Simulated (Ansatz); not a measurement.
Input for Ansatz (plane-wave DFT, PAW):

```yaml
crystal:
  lattice:
    - [4.1929010518, 0.0, 0.0]
    - [0.0, 4.1929010518, 0.0]
    - [0.0, 0.0, 4.1929010518]
  atoms:
    - { symbol: Rb, position: [0.0, 0.0, 0.0] }
    - { symbol: Br, position: [0.5, 0.5, 0.5] }
basis:
  ecutwfc: 420
kpoints:
  mp_grid: { grid: [6, 6, 6] }
  band_path:
    path:
      - [[0.0, 0.0, 0.0], [0.0, 0.5, 0.0], [0.5, 0.5, 0.0], [0.0, 0.0, 0.0], [0.5, 0.5, 0.5], [0.0, 0.5, 0.0]]
      - [[0.5, 0.5, 0.5], [0.5, 0.5, 0.0]]
    npoints: 14
hamiltonian:
  xc: pbe
scf:
  occupations: { method: gaussian, width: 0.02 }
  n_extra_bands: 6
output:
  forces: true
  stress: true
  eigenvalues: true
  populations: true
  dos: { projected: true, de: 0.02, nscf_kmesh: { grid: [9, 9, 9] } }
  bader: true
  write_density: true
  write_potential: true
  elf: true
  volumetric_format: npy
```

Run as
```bash
ansatz run input.yaml --threads 1 --pin off --max-ram 2560MiB --backend cpu --events-out ev --progress --plain --runs-dir out
```

Computed with DFT PBE, scalar-relativistic, plane waves, PAW (Ansatz).

Part of what the program printed, abridged:

```
scf.n_extra_bands = 6 over 8 filled bands (N_el = 16.0): the run solves 14 bands
Pseudopotentials: kind: paw
Pseudopotential: Rb, paw, valence charge 9, recommended cutoff 420 eV (normal)
Pseudopotential: Br, paw, valence charge 7, recommended cutoff 420 eV (normal)
Functional definition: PBE
Crystal: 2 atoms, lattice volume = 73.713 Å³
Basis set: ecut = 420 eV, 1419 PW (Γ), exchange–correlation on 60×60×60 points (8 copies of the dense FFT grid, shifted against one another)
Bands: 14, of which v1, the nominal top of the filled ones, is band 8 counted from 1 (7 counted from 0)
Symmetry: 48 space group operations
Space group: Pm-3m (ITA 221), of the structure as read, at distance tolerance 4.2e-5 Å
k-points: 20 of 216
Initial density: superposition of atomic densities (neutral atoms: chi_scale 0, normalization atom), corrected by the library's trained network
Initial wavefunctions: pseudopotential atomic-orbital guess
Functional: x = pbe(κ = 0.804, μ = 0.21951497), c = pbe(β = 0.06672455)
SCF iter   1: F=—  HF=-6053.959824 eV  |F-HF|=—  |Δ(HF+E_count)|=         —  Δρ=4.07e-4  dr2=1.85e-4  ethr=1.77e-3  ⟨swp⟩=9.2  Hψ=2012  notcnv=0
SCF iter   2: F=—  HF=-6053.960228 eV  |F-HF|=—  |Δ(HF+E_count)|=   4.03e-4  Δρ=1.50e-4  dr2=1.07e-5  ethr=1.16e-6  ⟨swp⟩=3.5  Hψ=807  notcnv=0  defer=30
SCF iter   3: F=—  HF=-6053.960277 eV  |F-HF|=—  |Δ(HF+E_count)|=   4.97e-5  Δρ=7.02e-5  dr2=2.84e-6  ethr=6.71e-8  ⟨swp⟩=2.0  Hψ=382  notcnv=0  defer=30
SCF iter   4: F=-6053.960296 eV  HF=-6053.960296 eV  |F-HF|=2.22e-8  |Δ(HF+E_count)|=   1.89e-5  Δρ=4.71e-6  dr2=1.14e-8  ethr=1.78e-8  ⟨swp⟩=2.0  Hψ=389  notcnv=0  defer=30
SCF iter   5: F=-6053.960296 eV  HF=-6053.960296 eV  |F-HF|=1.69e-9  |Δ(HF+E_count)|=   2.86e-8  Δρ=9.63e-7  dr2=3.22e-10  ethr=7.13e-11  ⟨swp⟩=2.0  Hψ=389  notcnv=0  defer=30
SCF iter   6: F=-6053.960296 eV  HF=-6053.960296 eV  |F-HF|=3.64e-12  |Δ(HF+E_count)|=   1.81e-9  Δρ=5.10e-8  dr2=1.24e-12  ethr=2.01e-12  ⟨swp⟩=10.1  Hψ=1816  notcnv=0
SCF 1 converged in 6 iterations: F = -6053.960296 eV  dr2 = 1.24e-12
SCF converged after 6 iterations
Free energy (F): -6053.960296 eV
Harris-Foulkes:  -6053.960296 eV  (|F-HF|=3.64e-12)
Internal energy: -6053.960296 eV  (E = F + TS)
E sigma→0 (E₀):  -6053.960296 eV
Fermi energy:    4.321023 eV
--- Per-component energies (eV) ---
  E_band       = -97.219194
  E_kinetic    = 326.560109
  E_local      = -735.704168  (includes V_loc(G=0)·N_el)
  E_nonlocal   = 243.193163
  E_hartree    = 179.450953
  E_xc         = -396.028711
  E_vxc        = -241.676763  (∫ρ·V_xc dr)
  E_paw        = -4864.557495  (= ΣΔE_a)
  E_vpaw       = -48.493438  (= ΣTr[D̂ρ^β])
  E_aug_tail   = -0.000001  (compensation charges beyond the density's cutoff)
  E_ewald      = -806.874147
  E_smearing   =  0.000000  (= −TS)
--- Forces (eV/Å), atoms counted from 1 ---
  atom   1  Rb     0.00000000     0.00000000     0.00000000
  atom   2  Br     0.00000000     0.00000000     0.00000000
--- Stress (GPa, compression-positive) ---
        0.038128       0.000000       0.000000
        0.000000       0.038128       0.000000
        0.000000       0.000000       0.038128
  P = ⅓ Tr σ = 0.0381 GPa (0.381 kbar)
--- Band table (eV; the first three rows and the last of 20) ---
  k-point 0: bands = ["-22.8225", "-10.1816", "-6.8100", "-6.8100", "-6.8100", "2.2081", "2.2081", "2.2081", "6.2837", "7.9895", "7.9895", "12.1537", "12.1537", "12.1537"]
  k-point 1: bands = ["-22.8184", "-10.1786", "-6.8438", "-6.8003", "-6.8003", "1.7506", "2.1954", "2.1954", "6.9082", "8.1892", "8.5347", "12.0221", "12.0221", "12.2974"]
  k-point 2: bands = ["-22.8102", "-10.1740", "-6.9050", "-6.7806", "-6.7806", "1.0520", "2.1685", "2.1685", "8.1975", "8.7421", "9.5907", "11.9245", "11.9335", "11.9335"]
  k-point 19: bands = ["-22.7762", "-9.9243", "-7.0055", "-7.0055", "-7.0055", "1.1367", "1.1367", "1.1367", "10.4279", "10.4279", "10.4279", "11.4868", "11.4868", "11.4868"]
--- Löwdin populations: 2 sites ---
  site symbol q [e]
     0     Rb      8.2759
     1     Br      7.6642
  spilling = 0.003742 (of n_electrons = 16.000000)
--- Bader charges: 2 sites ---
  site symbol charge [e]  shift [e]
     0     Rb      0.8297     0.0000
     1     Br     -0.8297     0.0000
  estimated error of the sums over rays = 4.8e-5 e
```

Self-consistency was reached.

The run took 9.7 s on 1 thread of Arm Neoverse V2 (shared host), peak memory 0.3 GiB.